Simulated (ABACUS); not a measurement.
## Ge: single point with BLYP

**What was measured.**

“Electronic and optical properties of SixGe1-x-ySny alloys lattice-matched to Ge”, 2021, arxiv:2109.02782 reports, for a bulk crystal of Ge at 300 K: band gap 0.807 eV (direct).

The system is Ge.

```xyz
2
Lattice="0.0000 2.8289 2.8289 2.8289 0.0000 2.8289 2.8289 2.8289 0.0000" Properties=species:S:1:pos:R:3 pbc="T T T"
Ge    4.2434    4.2434    4.2434
Ge    2.8289    2.8289    2.8289
```

* Program: ABACUS 3.10.1
* Task: single point
* Functional: BLYP
* Potentials or basis: SPMS ONCV 1.0 PBE
* Cutoff: 1075 eV
* Density cutoff: 4299 eV
* Basis: plane waves
* k mesh: 6 × 6 × 6
* Occupations: fermi-dirac, width 0.05 eV
* Spin: no spin polarisation

The pressure is 6.0 GPa. The band gap on the k mesh is none (metal or under the smearing width).

Levels at points of the mesh, in eV from the Fermi level:
```csv
k point,band 12,band 13,band 14,band 15,band 16,band 17
"(0.00, 0.00, 0.00)",-0.17,-0.03,-0.03,-0.03,2.56,2.56
"(0.50, 0.50, 0.50)",-7.59,-1.42,-1.42,0.18,3.81,3.81
"(0.50, 0.50, 0.00)",-8.94,-3.06,-3.06,0.91,0.91,9.38
```

Run time: 4.6 s on 4 MPI ranks on Intel(R) Xeon(R) 6975P-C (Granite Rapids) (shared host), peak memory 0.24 GiB a rank.

Against the measured gap of Ge, 0.807 eV (direct; 300 K; “Electronic and optical properties of SixGe1-x-ySny alloys lattice-matched to Ge”, 2021, arxiv:2109.02782), the calculated 0.00 eV is off by -0.81 eV. 3 values of this kind are on record (0.666 to 0.807 eV); this one was drawn at random among those near their median. Spin-orbit coupling on Ge is left out. The value is that of BLYP on a finite k mesh, which can miss the band edges, without temperature or zero-point motion. Semilocal functionals fall short of measured gaps as a rule.

Caveat: the potentials were made for another functional, which shifts forces and pressure; this crystal is a semiconductor, whose small gap the functional closes, so the metal is an error of the method.
